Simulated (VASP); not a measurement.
# InAs (F-43m) in VASP: a series of runs

The runs below take InAs through relaxation of cell and atoms, with PW91, AM05, PBE.

Everything below comes from runs of VASP 6.6.1. Logs are shortened: lines on timing, memory, paths and dates and some standing lists are left out, and cuts for length are marked.

### 1 The structure

The structure is cubic, space group F-43m (No. 216). Conventional cell: a = 6.036 Å, b = 6.036 Å, c = 6.036 Å, α = 90.00°, β = 90.00°, γ = 90.00°. Around In (site symmetry -43m) lie 4 As at 2.61 Å. As (site symmetry -43m) is surrounded by 4 In at 2.61 Å.

### 2 Relaxation of cell and atoms, PW91

The input, INCAR:

```
SYSTEM = InAs
PREC = Accurate
ENCUT = 600
EDIFF = 1E-6
ISMEAR = -1
SIGMA = 0.05
LREAL = .False.
LASPH = .True.
NELM = 80
ALGO = Normal
ISIF = 3
LWAVE = .False.
LCHARG = .False.
GGA = 91
IBRION = 2
NSW = 40
EDIFFG = -0.02
```

The input, KPOINTS:

```
Automatic mesh
0
Gamma
  8 8 8
  0 0 0
```

The input, POSCAR:

```
InAs
1.0
    0.0000000000      3.0180000000      3.0180000000
    3.0180000000      0.0000000000      3.0180000000
    3.0180000000      3.0180000000      0.0000000000
In As
1 1
Direct
    0.0000000000      0.0000000000      0.0000000000
    0.7500000000      0.7500000000      0.7500000000
```

Potentials or basis: VASP PAW PBE potentials, release 64 (In_d, As).

Started as:

```
$ cat potpaw_PBE.64/In_d/POTCAR potpaw_PBE.64/As/POTCAR > POTCAR
$ mpirun -np 1 vasp_std > vasp.out
```

OUTCAR:

```text
SYSTEM = InAs
   PREC = Accurate
   ENCUT = 600
   EDIFF = 1E-6
   ISMEAR = -1
   LREAL = .False.
   LASPH = .True.
   NELM = 80
   ISIF = 3
   GGA = 91
   IBRION = 2
   NSW = 40
   EDIFFG = -0.02

 ion  position               nearest neighbor table
   1  0.000  0.000  0.000-   2 2.61   2 2.61   2 2.61   2 2.61
   2  0.750  0.750  0.750-   1 2.61   1 2.61   1 2.61   1 2.61

  LATTYP: Found a face centered cubic cell.
 ALAT       =     6.0360000000

  Lattice vectors:

 A1 = (   0.0000000000,   3.0180000000,   3.0180000000)
 A2 = (   3.0180000000,   0.0000000000,   3.0180000000)
 A3 = (   3.0180000000,   3.0180000000,   0.0000000000)

Analysis of symmetry for initial positions (statically):
=====================================================================
 Subroutine PRICEL returns:
 Original cell was already a primitive cell.

 Routine SETGRP: Setting up the symmetry group for a
 face centered cubic supercell.

 Subroutine GETGRP returns: Found 24 space group operations
 (whereof 24 operations were pure point group operations)
 out of a pool of 48 trial point group operations.

The static configuration has the point symmetry T_d .

Analysis of symmetry for dynamics (positions and initial velocities):
=====================================================================
 Subroutine PRICEL returns:
 Original cell was already a primitive cell.

 Routine SETGRP: Setting up the symmetry group for a
 face centered cubic supercell.

 Subroutine GETGRP returns: Found 24 space group operations
 (whereof 24 operations were pure point group operations)
 out of a pool of 48 trial point group operations.

The dynamic configuration has the point symmetry T_d .

 Subroutine INISYM returns: Found 24 space group operations
 (whereof 24 operations are pure point group operations),
 and found     1 'primitive' translations

----------------------------------------------------------------------------------------

                                     Primitive cell

  volume of cell :      54.9778

  direct lattice vectors                    reciprocal lattice vectors
     0.000000000  3.018000000  3.018000000    -0.165672631  0.165672631  0.165672631
     3.018000000  0.000000000  3.018000000     0.165672631 -0.165672631  0.165672631
     3.018000000  3.018000000  0.000000000     0.165672631  0.165672631 -0.165672631

  length of vectors
     4.268096531  4.268096531  4.268096531     0.286953414  0.286953414  0.286953414

  position of ions in fractional coordinates (direct lattice)
     0.000000000  0.000000000  0.000000000
     0.750000000  0.750000000  0.750000000

  ion indices of the primitive-cell ions
   primitive index   ion index
                 1           1
                 2           2

----------------------------------------------------------------------------------------

 KPOINTS: Automatic mesh

Automatic generation of k-mesh.
 Grid dimensions read from file:
 generate k-points for:    8    8    8

 Generating k-lattice:

  Cartesian coordinates                     Fractional coordinates (reciprocal lattice)
    -0.020709079  0.020709079  0.020709079     0.125000000  0.000000000  0.000000000
     0.020709079 -0.020709079  0.020709079     0.000000000  0.125000000  0.000000000
     0.020709079  0.020709079 -0.020709079     0.000000000  0.000000000  0.125000000

  Length of vectors
     0.035869177  0.035869177  0.035869177

  Shift w.r.t. Gamma in fractional coordinates (k-lattice)
     0.000000000  0.000000000  0.000000000

 Subroutine IBZKPT returns following result:
 ===========================================

 Found     29 irreducible k-points:

 Following reciprocal coordinates:
            Coordinates               Weight
  0.000000  0.000000  0.000000      1.000000
  0.125000  0.000000  0.000000      8.000000
  0.250000  0.000000  0.000000      8.000000
  0.375000  0.000000  0.000000      8.000000
  0.500000  0.000000  0.000000      4.000000
  0.125000  0.125000  0.000000      6.000000
[... 16 lines left out ...]
  0.500000  0.250000  0.125000     48.000000
 -0.375000  0.250000  0.125000     24.000000
 [... further k-points ...]
   k-points           NKPTS =     29   k-points in BZ     NKDIM =     29   number of bands    NBANDS=     13
   number of dos      NEDOS =    301   number of ions     NIONS =      2
   total plane-waves  NPLWV =  46656
   dimension x,y,z NGX =    36 NGY =   36 NGZ =   36
   dimension x,y,z NGXF=    72 NGYF=   72 NGZF=   72
   ions per type =               1   1
   NGX,Y,Z   is equivalent  to a cutoff of  14.02, 14.02, 14.02 a.u.
   NGXF,Y,Z  is equivalent  to a cutoff of  28.04, 28.04, 28.04 a.u.
 SYSTEM =  InAs
   PREC   = accura    normal or accurate (medium, high low for compatibility)
   ISTART =      0    job   : 0-new  1-cont  2-samecut
   ICHARG =      2    charge: 1-file 2-atom 10-const
   ISPIN  =      1    spin polarized calculation?
   LNONCOLLINEAR =      F non collinear calculations
   LSORBIT =      F    spin-orbit coupling
   LASPH  =      T    aspherical Exc in radial PAW
   ENCUT  =  600.0 eV  44.10 Ry    6.64 a.u.   8.52  8.52  8.52*2*pi/ulx,y,z
   NELM   =     80;   NELMIN=  2; NELMDL= -5     # of ELM steps
   EDIFF  = 0.1E-05   stopping-criterion for ELM
   LREAL  =      F    real-space projection
   EDIFFG = -.2E-01   stopping-criterion for IOM
   NSW    =     40    number of steps for IOM
   IBRION =      2    ionic relax: 0-MD 1-quasi-New 2-CG
   NFREE  =      1    steps in history (QN), initial steepest desc. (CG)
   ISIF   =      3    stress and relaxation
   ISYM   =      2    0-nonsym 1-usesym 2-fastsym
   POTIM  = 0.5000    time-step for ionic-motion
   TEBEG  =    0.0;   TEEND  =   0.0 temperature during run
   PSTRESS=    0.0 pullay stress
   NELECT =      18.0000    total number of electrons
   NUPDOWN=      -1.0000    fix difference up-down
   EMIN   =  10.00;   EMAX   =-10.00  energy-range for DOS
   EFERMI =   0.00;   METHOD = LEGACY
   ISMEAR =    -1;   SIGMA  =   0.05  broadening in eV -4-tet -1-fermi 0-gaus
   EFERMI_NEDOS =   21; number of points for ismear=-14 and -15
   IALGO  =     38    algorithm
   IMIX   =      4    mixing-type and parameters
     AMIX     =   0.40;   BMIX     =  1.00
     AMIX_MAG =   1.60;   BMIX_MAG =  1.00
  volume/ion in A,a.u.               =      27.49       185.50
  Fermi-wavevector in a.u.,A,eV,Ry     =   1.128331  2.132236 17.321990  1.273130
  Thomas-Fermi vector in A             =   2.265020
   LORBIT       =      0    0 simple, 1 ext, 2 COOP (PROOUT), +10 PAW based schemes
   GGA     = 91    functional components
   LHFCALC =     F    Hartree Fock is set to
   AEXX    =    0.0000 exact exchange contribution
   IVDW    =     0    specifies the selected vdW correction
   LEPSILON=     F    determine dielectric tensor
   LRPA    =     F    only Hartree local field effects (RPA)
 conjugate gradient relaxation of ions
 non-spin polarized calculation
  energy-cutoff  :      600.00
  volume of cell :       54.98
 maximum number of plane-waves:      1856
 NGX is ok and might be reduce to    36
   NGX = 17   NGY = 17   NGZ = 17

--------------------------------------- Ionic step        1  -------------------------------------------

 number of electron      18.0000003 magnetization

 Free energy of the ion-electron system (eV)
  ---------------------------------------------------
  ext. energy  EPLUGINS =         0.00000000
  ---------------------------------------------------
  free energy    TOTEN  =        -7.72592777 eV

  energy without entropy =       -7.72538244  energy(sigma->0) =       -7.72565510

 E-fermi :   4.5647     XC(G=0):  -9.1692

 val. band max:        4.5167771542   @ k =   0.0000   0.0000   0.0000
 cond. band min:       5.4754115093   @ k =   0.5000   0.0000   0.0000
 fundamental gap:      0.9586343551
 Fermi energy:         4.5647427590

 k-point     1 :       0.0000    0.0000    0.0000
  band No.  band energies     occupation
      1      -9.8952      2.00000
      2      -9.8952      2.00000
      3      -9.8952      2.00000
      4      -9.7658      2.00000
      5      -9.7658      2.00000
      6      -7.3780      2.00000
      7       4.3341      1.98033
      8       4.5168      1.44597
      9       4.5168      1.44597
     10       4.5168      1.44597
     11       8.4178      0.00000
     12       8.4178      0.00000
     13       8.4178      0.00000

 k-point     2 :       0.1250    0.0000    0.0000
  band No.  band energies     occupation
      1      -9.9157      2.00000
      2      -9.8892      2.00000
      3      -9.8892      2.00000
      4      -9.7659      2.00000
      5      -9.7659      2.00000
      6      -7.2149      2.00000
      7       2.6318      2.00000
      8       4.3225      1.98437
      9       4.3226      1.98437
     10       5.6263      0.00000
     11       8.5757      0.00000
[... 412 lines left out ...]
 POSITION                                       TOTAL-FORCE (eV/Angst)
 -----------------------------------------------------------------------------------
      6.25303      6.25303      6.25303        -0.000000     -0.000000     -0.000000
      4.68977      4.68977      4.68977         0.000000      0.000000      0.000000
 -----------------------------------------------------------------------------------
    total drift:                               -0.000000     -0.000000     -0.000000

  FREE ENERGIE OF THE ION-ELECTRON SYSTEM (eV)
  ---------------------------------------------------
  free  energy   TOTEN  =        -7.7699833702 eV

  energy  without entropy=       -7.7693701328  energy(sigma->0) =       -7.76967675

--------------------------------------- Ionic step        3  -------------------------------------------

 number of electron      17.9999997 magnetization

 Free energy of the ion-electron system (eV)
  ---------------------------------------------------
  ext. energy  EPLUGINS =         0.00000000
  ---------------------------------------------------
  free energy    TOTEN  =        -7.77908032 eV

  energy without entropy =       -7.77849002  energy(sigma->0) =       -7.77878517

 E-fermi :   3.8484     XC(G=0):  -8.8514

 val. band max:        3.7952537811   @ k =   0.0000   0.0000   0.0000
 cond. band min:       4.5965184776   @ k =   0.5000   0.0000   0.0000
 fundamental gap:      0.8012646965
 Fermi energy:         3.8483549171

 k-point     1 :       0.0000    0.0000    0.0000
  band No.  band energies     occupation
      1     -10.4810      2.00000
      2     -10.4810      2.00000
      3     -10.4810      2.00000
      4     -10.3800      2.00000
      5     -10.3800      2.00000
      6      -7.6456      2.00000
      7       3.2387      1.99999
      8       3.7953      1.48616
      9       3.7953      1.48616
     10       3.7953      1.48615
     11       7.6581      0.00000
     12       7.6581      0.00000
     13       7.6581      0.00000

 k-point     2 :       0.1250    0.0000    0.0000
  band No.  band energies     occupation
      1     -10.4955      2.00000
      2     -10.4764      2.00000
      3     -10.4764      2.00000
      4     -10.3800      2.00000
      5     -10.3800      2.00000
      6      -7.5035      2.00000
      7       1.8507      2.00000
      8       3.6239      1.97777
      9       3.6239      1.97777
     10       4.6802      0.00000
     11       7.7624      0.00000
[... 376 lines left out ...]
 POSITION                                       TOTAL-FORCE (eV/Angst)
 -----------------------------------------------------------------------------------
      0.00000      0.00000      0.00000        -0.000000     -0.000000     -0.000000
      4.63951      4.63951      4.63951         0.000000      0.000000      0.000000
 -----------------------------------------------------------------------------------
    total drift:                               -0.000000     -0.000000     -0.000000

  FREE ENERGIE OF THE ION-ELECTRON SYSTEM (eV)
  ---------------------------------------------------
  free  energy   TOTEN  =        -7.7790803179 eV

  energy  without entropy=       -7.7784900166  energy(sigma->0) =       -7.77878517

 reached required accuracy - stopping structural energy minimisation
```

It took 47 s on 1 thread of Intel Xeon Platinum 8488C (Sapphire Rapids), shared host; peak memory 0.22 GiB.

What came out:

```
Free energy                            : -7.7791 eV
Relaxed volume                         : 29.59 Å³/atom
Relaxed cell                           : a = 4.374 Å, b = 4.374 Å, c = 4.374 Å, α = 60.00°, β = 60.00°, γ = 60.00°
Space group after relaxing (to 0.05 Å) : F-43m (No. 216)
Energy gained by relaxing              : 26.6 meV/atom
Ionic steps                            : 3
Pressure after relaxing                : 0.0 GPa
Band gap on the k mesh                 : none (metal or under the smearing width)
```

The path:
```tsv
step	energy change (eV)	largest force (eV/Å)	pressure (GPa)	volume (Å³)
1	0.0000	0.0000	4.34	54.98
2	-0.0441	0.0000	-1.48	61.12
3	-0.0532	0.0000	0.03	59.18
```

Final structure:
```yaml
crystal:
  lattice:
    - [0.00000, 3.09301, 3.09301]
    - [3.09301, 0.00000, 3.09301]
    - [3.09301, 3.09301, 0.00000]
  atoms:
    - { symbol: In, position: [0.00000, 0.00000, 0.00000] }
    - { symbol: As, position: [0.75000, 0.75000, 0.75000] }
```

Caveat: the PAW data sets were made with another functional, which shifts forces and pressure a little; this crystal is a semiconductor, whose small gap the functional closes, so the metal is an error of the method. Zero-point motion and thermal expansion aren't in these numbers.

### 3 Relaxation of cell and atoms, AM05

The input, INCAR:

```
SYSTEM = InAs
ALGO = Fast
EDIFF = 1E-6
EDIFFG = -0.01
ENCUT = 600
GGA = AM
IBRION = 2
ISIF = 3
ISMEAR = -1
LASPH = .True.
LCHARG = .False.
LREAL = .False.
LWAVE = .False.
NELM = 80
NSW = 60
PREC = Accurate
SIGMA = 0.05
```

The input, KPOINTS:

```
k-points
0
Gamma
  8 8 8
  0 0 0
```

POSCAR is that of step 2.

Potentials or basis: VASP PAW PBE potentials, release 64 (In_d, As).

Started as:

```
$ cat potpaw_PBE.64/In_d/POTCAR potpaw_PBE.64/As/POTCAR > POTCAR
$ mpirun -np 1 vasp_std > vasp.out
```

Run time: 69 s. Hardware: 1 thread of Intel Xeon Platinum 8488C (Sapphire Rapids), shared host; peak memory 0.21 GiB.

The run converged. Its results:

| Property | Result |
| --- | --- |
| Free energy | -7.9725 eV |
| Relaxed volume | 28.44 Å³/atom |
| Relaxed cell | a = 4.317 Å, b = 4.317 Å, c = 4.317 Å, α = 60.00°, β = 60.00°, γ = 60.00° |
| Space group after relaxing (to 0.05 Å) | F-43m (No. 216) |
| Energy gained by relaxing | 5.6 meV/atom |
| Ionic steps | 3 |
| Pressure after relaxing | 0.0 GPa |
| Band gap on the k mesh | none (metal or under the smearing width) |

The path:
| step | energy change (eV) | largest force (eV/Å) | pressure (GPa) | volume (Å³) |
| --- | --- | --- | --- | --- |
| 1 | 0.0000 | 0.0000 | 1.95 | 54.98 |
| 2 | -0.0094 | 0.0000 | -0.72 | 57.69 |
| 3 | -0.0113 | 0.0000 | 0.01 | 56.88 |

Final structure:
```
CELL_PARAMETERS angstrom
0.00000 3.05241 3.05241
3.05241 0.00000 3.05241
3.05241 3.05241 0.00000
ATOMIC_POSITIONS crystal
In 0.00000 0.00000 0.00000
As 0.75000 0.75000 0.75000
```

Levels at points of the mesh, in eV from the Fermi level:
```
           k point  band 7  band 8  band 9  band 10  band 11  band 12
(0.00, 0.00, 0.00)   -0.41   -0.05   -0.05    -0.05     3.82     3.82
(0.50, 0.00, 0.00)   -5.69   -1.00   -1.00     0.83     4.60     4.60
(0.50, 0.50, 0.00)   -5.80   -2.29   -2.29     1.56     2.00     8.97
```

Caveat: the PAW data sets were made with another functional, which shifts forces and pressure a little; this crystal is a semiconductor, whose small gap the functional closes, so the metal is an error of the method.

### 4 Relaxation of cell and atoms, PBE

The input, INCAR:

```
SYSTEM = InAs
PREC = Accurate ; ENCUT = 600
EDIFF = 1E-7 ; ISMEAR = -1
SIGMA = 0.05 ; LREAL = .FALSE.
LASPH = .TRUE. ; NELM = 60
ALGO = Fast ; ISIF = 3
LWAVE = .FALSE. ; LCHARG = .FALSE.
GGA = PE ; IBRION = 2
NSW = 40 ; EDIFFG = -0.01
```

The input, KPOINTS:

```
regular mesh
0
G
  6 6 6
  0 0 0
```

POSCAR is that of step 3.

Started as:

```
$ cat potpaw_PBE.64/In_d/POTCAR potpaw_PBE.64/As/POTCAR > POTCAR
$ mpirun -np 1 vasp_std > vasp.out
```

It took 62 s on 1 thread of Intel Xeon Platinum 8375C at 2.90GHz (Ice Lake), shared host; peak memory 0.21 GiB.

It converged, with:

```yaml
Free_energy: -7.7027 eV
Relaxed_volume: 29.66 Å³/atom
Relaxed_cell: a = 4.378 Å, b = 4.378 Å, c = 4.378 Å, α = 60.00°, β = 60.00°, γ = 60.00°
Space_group_after_relaxing_to_0.05_Å: F-43m (No. 216)
Energy_gained_by_relaxing: 28.1 meV/atom
Ionic_steps: 3
Pressure_after_relaxing: 0.0 GPa
Band_gap_on_the_k_mesh: none (metal or under the smearing width)
```

The path:
| step | energy change (eV) | largest force (eV/Å) | pressure (GPa) | volume (Å³) |
| --- | --- | --- | --- | --- |
| 1 | 0.0000 | 0.0000 | 4.46 | 54.98 |
| 2 | -0.0470 | 0.0000 | -1.45 | 61.29 |
| 3 | -0.0562 | 0.0000 | 0.01 | 59.32 |

Final structure:
```
In As
1.0
     0.00000    3.09543    3.09543
     3.09543    0.00000    3.09543
     3.09543    3.09543    0.00000
In As
1 1
Direct
  0.00000 0.00000 0.00000
  0.75000 0.75000 0.75000
```

Levels at points of the mesh, in eV from the Fermi level:
```
           k point  band 6  band 7  band 8  band 9  band 10  band 11  band 12  band 13
(0.00, 0.00, 0.00)  -11.47   -0.59   -0.04   -0.04    -0.04     3.83     3.83     3.83
(0.50, 0.00, 0.00)  -10.20   -5.46   -0.93   -0.93     0.77     4.59     4.59     6.71
(0.50, 0.50, 0.00)   -9.74   -5.59   -2.13   -2.13     1.62     2.00     8.71     8.74
```

PBE usually gives volumes a little too large and moduli too small. Zero-point motion and thermal expansion aren't in these numbers.

### 5 For comparison

An earlier run on the cell as given: functional PBE; potentials or basis VASP PAW PBE potentials, release 64 (In_d, As); cutoff 520 eV; k mesh 8 × 8 × 8; occupations fermi-dirac, width 0.05 eV; no spin polarisation.

* Pressure: 4.4 GPa
* Band gap on the k mesh: none (metal or under the smearing width)

### 6 Summary

```tsv
task	level	cell	k mesh	cutoff (eV)	gap on the mesh (eV)	pressure (GPa)	relaxed volume (Å³/atom)
relaxation of cell and atoms	PW91	relaxed	8 × 8 × 8	600	none	0.0	29.59
relaxation of cell and atoms	AM05	relaxed	8 × 8 × 8	600	none	0.0	28.44
relaxation of cell and atoms	PBE	relaxed	6 × 6 × 6	600	none	0.0	29.66
single point	PBE	as given	8 × 8 × 8	520	none	4.4	-
```

Alike in all rows: potentials or basis VASP PAW PBE potentials, release 64 (In_d, As); no spin polarisation; smearing fermi-dirac 0.05 eV.

Caveats: this crystal is a semiconductor, whose small gap the functional closes, so the metal is an error of the method (some runs); the PAW data sets were made with another functional, which shifts forces and pressure a little (some runs).

Absolute energies hang on the potentials; compare differences alone.
